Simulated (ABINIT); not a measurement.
# InPd (Pm-3m) in ABINIT: convergence with nband

Aim: find how far nband must go before the results for InPd settle, at LDA. This setting moves, with any that are tied to it; all else stays.

Everything below comes from runs of ABINIT 10.8.3 (patched build). Logs are shortened: lines on timing, memory, paths and dates and some standing lists are left out, and cuts for length are marked. The log counts tension as positive stress, the text compression.

### Step 1. Starting point

Symmetry: Pm-3m, No. 221, cubic system. The conventional cell has a = 3.272 Å, b = 3.272 Å, c = 3.272 Å, α = 90.00°, β = 90.00°, γ = 90.00°. Around In (site symmetry m-3m) lie 8 Pd at 2.83 Å. Pd (site symmetry m-3m) has 8 In at 2.83 Å as nearest neighbours.

The cell comes from a database or a generator and needn't be the stable form of this composition.

### Step 2. With nband 21

File run.abi:

```
# Pseudopotentials
pp_dirpath "./"
pseudos "In.upf, Pd.upf"

# Structure
acell 6.1829661455 6.1829661455 6.1829661455
rprim
     1.0000000000     0.0000000000     0.0000000000
     0.0000000000     1.0000000000     0.0000000000
     0.0000000000     0.0000000000     1.0000000000
ntypat 2
znucl 49 46
natom 2
typat 1 2
xred
     0.0000000000     0.0000000000     0.0000000000
     0.5000000000     0.5000000000     0.5000000000

# Plane-wave basis
ecut 1115.666836 eV

# k points
kptopt 1
ngkpt 8 8 8
nshiftk 1
shiftk 0.0 0.0 0.0

# Exchange and correlation
ixc 7

# Bands and occupations
nband 21
occopt 7
tsmear 0.1 eV

# SCF cycle
nstep 100
tolvrs 1.0e-10

# Output
iomode 3
prtwf 0
prtden 0
prteig 0
prtebands 0
enunit 2
```

Potentials or basis: PseudoDojo NC SR PBE v0.4 stringent.

On the command line:

```sh
abinit run.abi > log 2>&1
```

run.abo:

```text
.Version 10.8.3 of ABINIT
 Symmetries : space group Pm -3 m (#221); Bravais cP (primitive cubic)
================================================================================
 Values of the parameters that define the memory need of the present run
     intxc =       0    ionmov =       0      iscf =       7    lmnmax =       6
     lnmax =       6     mgfft =      36  mpssoang =       3    mqgrid =    3001
     natom =       2  nloc_mem =       1    nspden =       1   nspinor =       1
    nsppol =       1      nsym =      48    n1xccc =    2501    ntypat =       2
    occopt =       7   xclevel =       1
       mpw =        2996          nfft =       46656          nkpt =          35
================================================================================
================================================================================

--------------------------------------------------------------------------------
------------- Echo of variables that govern the present computation ------------
--------------------------------------------------------------------------------
 -outvars: echo values of preprocessed input variables --------
            acell      6.1829661455E+00  6.1829661455E+00  6.1829661455E+00 Bohr
              amu      1.14820000E+02  1.06420000E+02
             ecut      4.10000000E+01 Hartree
           enunit           2
              ixc           7
         kptrlatt        8    0    0      0    8    0      0    0    8
          kptrlen      4.94637292E+01
            natom           2
            nband          21
            ngfft          36      36      36
             nkpt          35
            nstep         100
             nsym          48
           ntypat           2
           occopt           7
           prtden           0
        prtebands           0
           prteig           0
            prtwf           0
          spgroup         221
           tolvrs      1.00000000E-10
[... 145 lines left out ...]
   0.33608    0.33608    0.33608    0.57197    0.57197
      occupation numbers for kpt#   1
   2.00000    2.00000    2.00000    2.00000    2.00000    2.00000    2.00000    2.00000
   2.00000    2.00000    2.00000    2.00000    2.00000    2.00000    2.00000    2.00000
   2.00000    2.00000    2.00000    0.00000    0.00000
 prteigrs : prtvol=0 or 1, do not print more k-points.

 Fermi (or HOMO) energy (eV) =  11.30779   Average Vxc (eV)= -13.16609
 Eigenvalues (   eV  ) for nkpt=  35  k points:
 kpt#   1, nband= 21, wtk=  0.00195, kpt=  0.0000  0.0000  0.0000 (reduced coord)
-103.98406  -73.02082  -62.47048  -62.47048  -62.47048  -38.77923  -38.77923  -38.77923
  -3.46976   -3.46976   -3.05668   -3.05668   -3.05668    1.26670    7.60727    7.60727
   9.14533    9.14533    9.14533   15.56419   15.56419
 prteigrs : prtvol=0 or 1, do not print more k-points.

--- !EnergyTerms
iteration_state     : {dtset: 1, }
comment             : Components of total free energy in Hartree
kinetic             :  1.12961017639277E+02
hartree             :  7.90686598792339E+01
xc                  : -4.87822395628329E+01
Ewald energy        : -2.24552108146740E+02
psp_core            :  9.87757213979058E+00
local_psp           : -2.47564881825126E+02
non_local_psp       : -1.55007083671347E+01
internal            : -3.34492688243531E+02
'-kT*entropy'       : -2.81898367175998E-04
total_energy        : -3.34492970141898E+02
total_energy_eV     : -9.10201740709658E+03
band_energy         : -3.27546022492275E+01
...

 Cartesian components of stress tensor (hartree/bohr^3)
  sigma(1 1)=  2.37577625E-04  sigma(3 2)=  0.00000000E+00
  sigma(2 2)=  2.37577625E-04  sigma(3 1)=  0.00000000E+00
  sigma(3 3)=  2.37577625E-04  sigma(2 1)=  0.00000000E+00

-Cartesian components of stress tensor (GPa)         [Pressure= -6.9898E+00 GPa]
- sigma(1 1)=  6.98977506E+00  sigma(3 2)=  0.00000000E+00
- sigma(2 2)=  6.98977506E+00  sigma(3 1)=  0.00000000E+00
- sigma(3 3)=  6.98977506E+00  sigma(2 1)=  0.00000000E+00

== END DATASET(S) ==============================================================
================================================================================

 -outvars: echo values of variables after computation  --------
            acell      6.1829661455E+00  6.1829661455E+00  6.1829661455E+00 Bohr
           etotal     -3.3449297014E+02
            fcart     -0.0000000000E+00 -0.0000000000E+00 -0.0000000000E+00
                      -0.0000000000E+00 -0.0000000000E+00 -0.0000000000E+00
           strten      2.3757762526E-04  2.3757762526E-04  2.3757762526E-04
                       0.0000000000E+00  0.0000000000E+00  0.0000000000E+00
           xangst      0.0000000000E+00  0.0000000000E+00  0.0000000000E+00
                       1.6359423889E+00  1.6359423889E+00  1.6359423889E+00
             xred      0.0000000000E+00  0.0000000000E+00  0.0000000000E+00
                       5.0000000000E-01  5.0000000000E-01  5.0000000000E-01
 Calculation completed.
```

Wall time 66 s (1 thread of Arm Neoverse V1, shared host); peak memory 0.09 GiB.

Results:

```yaml
Free_energy: -9102.0174 eV
Pressure: -7.0 GPa
Band_gap_on_the_k_mesh: none (metal or under the smearing width)
Valence_electrons_inside_the_program's_atomic_spheres: In 17.84; Pd 15.30
```

### Step 3. With nband 22

run.abi: that of step 2 with these lines changed.

```diff
@@ -31,3 +31,3 @@
 # Bands and occupations
-nband 21
+nband 22
 occopt 7
```

Potentials or basis: PseudoDojo NC SR PBE v0.4 stringent.

On the command line:

```sh
abinit run.abi > log 2>&1
```

It took 65 s on 1 thread of Arm Neoverse V1, shared host; peak memory 0.09 GiB.

The run converged. Its results:

| Quantity | Value |
| --- | --- |
| Free energy | -9102.0174 eV |
| Pressure | -7.0 GPa |
| Band gap on the k mesh | none (metal or under the smearing width) |
| Valence electrons inside the program's atomic spheres | In 17.84; Pd 15.30 |

### Step 4. With nband 23

run.abi: that of step 3 with these lines changed.

```diff
@@ -31,3 +31,3 @@
 # Bands and occupations
-nband 22
+nband 23
 occopt 7
```

On the command line:

```sh
abinit run.abi > log 2>&1
```

Run time: 68 s. Hardware: 1 thread of Arm Neoverse V1, shared host; peak memory 0.09 GiB.

It converged, with:

| Item | Value |
| --- | --- |
| Free energy | -9102.0174 eV |
| Pressure | -7.0 GPa |
| Band gap on the k mesh | none (metal or under the smearing width) |
| Valence electrons inside the program's atomic spheres | In 17.84; Pd 15.30 |

### Step 5. With nband 24

run.abi: that of step 4 with these lines changed.

```diff
@@ -31,3 +31,3 @@
 # Bands and occupations
-nband 23
+nband 24
 occopt 7
```

On the command line:

```sh
abinit run.abi > log 2>&1
```

Run time: 73 s. Hardware: 1 thread of Arm Neoverse V1, shared host; peak memory 0.09 GiB.

Results (log left out):

* Free energy: -9102.0174 eV
* Pressure: -7.0 GPa
* Band gap on the k mesh: none (metal or under the smearing width)
* Valence electrons inside the program's atomic spheres: In 17.84; Pd 15.30

### Step 6. With nband 25

run.abi: that of step 5 with these lines changed.

```diff
@@ -31,3 +31,3 @@
 # Bands and occupations
-nband 24
+nband 25
 occopt 7
```

Potentials or basis: PseudoDojo NC SR PBE v0.4 stringent.

On the command line:

```sh
abinit run.abi > log 2>&1
```

Wall time 75 s (1 thread of Arm Neoverse V1, shared host); peak memory 0.09 GiB.

It converged, with:

```yaml
Free_energy: -9102.0174 eV
Pressure: -7.0 GPa
Band_gap_on_the_k_mesh: none (metal or under the smearing width)
Valence_electrons_inside_the_program's_atomic_spheres: In 17.84; Pd 15.30
```

### Step 7. With nband 28

run.abi: that of step 6 with these lines changed.

```diff
@@ -31,3 +31,3 @@
 # Bands and occupations
-nband 25
+nband 28
 occopt 7
```

On the command line:

```sh
abinit run.abi > log 2>&1
```

Wall time 85 s (1 thread of Arm Neoverse V1, shared host); peak memory 0.1 GiB.

It converged, with:

* Free energy: -9102.0174 eV
* Pressure: -7.0 GPa
* Band gap on the k mesh: none (metal or under the smearing width)
* Valence electrons inside the program's atomic spheres: In 17.84; Pd 15.30

### Step 8. With nband 34

run.abi: that of step 7 with these lines changed.

```diff
@@ -31,3 +31,3 @@
 # Bands and occupations
-nband 28
+nband 34
 occopt 7
```

On the command line:

```sh
abinit run.abi > log 2>&1
```

Run time: 99 s. Hardware: 1 thread of Arm Neoverse V1, shared host; peak memory 0.11 GiB.

The run converged. Its results:

* Free energy: -9102.0174 eV
* Pressure: -7.0 GPa
* Band gap on the k mesh: none (metal or under the smearing width)
* Valence electrons inside the program's atomic spheres: In 17.84; Pd 15.30

### Step 9. Result

| nband | energy less the tightest run, at zero smearing (meV/atom) | SCF cycles | CPU time (s) | peak memory (GiB) |
| --- | --- | --- | --- | --- |
| 21 | 0.00 | 12 | 66 | 0.09 |
| 22 | 0.00 | 11 | 65 | 0.09 |
| 23 | 0.00 | 11 | 68 | 0.09 |
| 24 | 0.00 | 11 | 73 | 0.09 |
| 25 | 0.00 | 11 | 75 | 0.09 |
| 28 | 0.00 | 11 | 85 | 0.1 |
| 34 | 0.00 | 10 | 99 | 0.11 |

Against the tightest run, the energy stays within 1 meV/atom from 21 on. The tightest run that finished is the yardstick and may itself not be fully converged.

Caveats: the potentials were made for another functional, which shifts forces and pressure.
